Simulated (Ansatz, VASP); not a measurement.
# One calculation of CdSe, two programs

```xyz
2
Lattice="0.0000 3.0008 3.0008 3.0008 0.0000 3.0008 3.0829 3.0829 -0.0820" Properties=species:S:1:pos:R:3 pbc="T T T"
Cd    0.0000    0.0000    0.0000
Se    4.5628    4.5628    4.4398
```

Alike in both runs: task single point; functional PBEsol; k mesh 10 × 10 × 10; occupations gaussian, width 0.05 eV; no spin polarisation.

|  | VASP | Ansatz |
| --- | --- | --- |
| version | VASP 6.6.1 | Ansatz 0.2.0 |
| potentials or method | VASP PAW PBE potentials, release 64 (Cd, Se) | scalar-relativistic, plane waves, PAW |
| plane-wave cutoff (eV) | 520 | 420 |
| valence electrons in the cell | 18 | 36 |

Ansatz gave:

| Property | Result |
| --- | --- |
| gap on the k mesh at the Fermi level (eV) | 0.45 |
| least direct gap on the mesh (eV) | 0.45 |
| pressure (GPa) | 0.1 |
| largest component of the traceless stress (GPa) | 1.13 |
| rms of the force components (eV/Å) | 0.141 |

Problem. Estimate VASP's values.

Solution. gap on the k mesh at the Fermi level (eV): 0.45; least direct gap on the mesh (eV): 0.45; pressure (GPa): 0.5; largest component of the traceless stress (GPa): 1.16; rms of the force components (eV/Å): 0.148.

Atom by atom the forces differ by 0.007 eV/Å (rms over components). With one functional, cell and mesh, what is left measures potentials, basis and numerics. The two sets of potentials don't hold the same shells in valence.

Caveats: the PAW data sets were made with another functional, which shifts forces and pressure a little (VASP).
